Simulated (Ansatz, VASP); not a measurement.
This is a calculation of Mg2Ge for Ansatz 0.2.0.

The input input.yaml:

```yaml
crystal:
  lattice:
    - [0.0, 3.2309653388, 3.2309653388]
    - [3.2309653388, 0.0, 3.2309653388]
    - [3.2309653388, 3.2309653388, 0.0]
  atoms:
    - { symbol: Ge, position: [0.0, 0.0, 0.0] }
    - { symbol: Mg, position: [0.75, 0.75, 0.75] }
    - { symbol: Mg, position: [0.25, 0.25, 0.25] }
hamiltonian:
  xc: pbe
  pseudopotentials: { kind: paw }
kpoints:
  mp_grid: { grid: [7, 7, 7] }
scf:
  occupations: { method: fermi_dirac, width: 0.05 }
output:
  forces: true
  stress: true
  eigenvalues: true
```

Potentials or basis: Ansatz PAW.

The run is started by

```console
$ ansatz run input.yaml --threads 1 --pin off --max-ram 3584MiB --backend cpu --events-out ev --progress --plain --runs-dir out
```

Problem. Set up the same calculation for VASP 6.6.1. Potentials there: VASP PAW PBE potentials, release 64 (Ge_d, Mg).

Solution. As run (the cutoff follows the program's own potentials):

Contents of INCAR:

```
PREC     = Accurate       # precision mode
ENCUT    = 520            # plane-wave cutoff, eV
EDIFF    = 1E-7           # SCF threshold, eV
ISMEAR   = -1             # smearing method
SIGMA    = 0.05           # smearing width, eV
LREAL    = False          # projectors in reciprocal space
LASPH    = True           # aspherical terms in the spheres
NELM     = 100            # most SCF steps
ALGO     = Normal         # electronic algorithm
ISIF     = 2              # what is computed and relaxed
LWAVE    = False          # write WAVECAR
LCHARG   = False          # write CHGCAR
GGA      = PE             # functional
NBANDS   = 16             # bands
```

The input KPOINTS:

```
Automatic mesh
0
Gamma
  7 7 7
```

POSCAR

```
Mg2Ge
1.0
    0.0000000000      3.2309653388      3.2309653388
    3.2309653388      0.0000000000      3.2309653388
    3.2309653388      3.2309653388      0.0000000000
Ge Mg
1 2
Direct
    0.0000000000      0.0000000000      0.0000000000
    0.7500000000      0.7500000000      0.7500000000
    0.2500000000      0.2500000000      0.2500000000
```

Potentials or basis: VASP PAW PBE potentials, release 64 (Ge_d, Mg).

The run is started by

```sh
$ cat potpaw_PBE.64/Ge_d/POTCAR potpaw_PBE.64/Mg/POTCAR > POTCAR
$ mpirun -np 1 vasp_std > vasp.out
```

Both were run:

|  | VASP | Ansatz | Ansatz less VASP |
| --- | --- | --- | --- |
| gap on the k mesh at the Fermi level (eV) | 0.31 | 0.31 | +0.002 |
| least direct gap on the mesh (eV) | 0.84 | 0.84 | +0.005 |
| pressure (GPa) | -1.1 | -0.9 | +0.14 |

The functional is the same, so the differences come from potentials, cutoffs and numerics. The two sets of potentials don't hold the same shells in valence.

Caveats: an odd mesh through Γ misses points on the zone boundary, where band edges often lie (VASP); odd divisions of the mesh miss points on the zone boundary, where band edges often lie, so the gap on the mesh can be too wide (Ansatz).
